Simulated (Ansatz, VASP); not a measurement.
## W: VASP beside Ansatz

```
W
1.0
    -1.54628    1.54628    1.54628
     1.54628   -1.54628    1.54628
     1.54628    1.54628   -1.54628
W
1
Direct
  0.00000 0.00000 0.00000
```

Alike in both runs: functional LDA; k mesh 24 × 24 × 24; occupations fermi-dirac, width 0.1 eV; no spin polarisation.

Ansatz relaxed the structure, and its values are those at the end. VASP's run is a single point on that final structure, the one shown.

|  | VASP | Ansatz |
| --- | --- | --- |
| version | VASP 6.6.1 | Ansatz 0.2.0 |
| potentials or method | VASP PAW LDA potentials, release 64 (W_sv) | PAW with Ansatz's default frozen-core files, scalar-relativistic |
| plane-wave cutoff (eV) | 520 | 420 |
| valence electrons in the cell | 14 | 14 |

|  | VASP | Ansatz | Ansatz less VASP |
| --- | --- | --- | --- |
| pressure (GPa) | 17.4 | 15.0 | -2.36 |

Caveats: so large a pressure means that the cell lies far from this level's equilibrium, or that cutoff or potentials fall short (VASP). Spin-orbit coupling is left out, which matters for the levels of W.
